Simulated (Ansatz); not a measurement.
## TePb under changes of volume

One of the cells (33.730 Å³/atom); the others are scaled copies at fixed shape and fractional positions:

```
CELL_PARAMETERS angstrom
0.00000 3.23100 3.23100
3.23100 0.00000 3.23100
3.23100 3.23100 0.00000
ATOMIC_POSITIONS crystal
Pb 0.00000 0.00000 0.00000
Te 0.50000 0.50000 0.50000
```

```yaml
Program: Ansatz 0.2.0
Functional: exchange-only PBE
Potentials_or_basis: Ansatz PAW
Cutoff: "420 eV (not typed: the program's choice for these potentials)"
k_mesh: 7 × 7 × 7
Occupations: fermi-dirac, width 0.05 eV
Spin: no spin polarisation
```

```csv
volume (Å³/atom),energy over the lowest point (meV/atom),pressure (GPa)
31.706,261.90,14.6
32.380,203.92,13.0
33.055,152.40,11.5
33.730,106.74,10.2
34.404,?,?
35.079,31.00,7.9
35.753,0.00,6.9
```

What does the run at 34.404 Å³/atom give?

Energy over the lowest point 66.44 meV/atom; pressure 9.0 GPa.

Worked out: A Birch-Murnaghan fit of order 3 (a polynomial in V^(-2/3)) to the other rows has no minimum within the range. It gives 66.48 meV/atom at 34.404 Å³/atom, against the run's 66.44, and -dE/dV = 9.0 GPa, against 9.0.

Energies are extrapolated to zero smearing.

Caveats: the PAW data sets come from PBE, with cores solved anew for the run's functional, which leaves a small shift of forces and pressure.
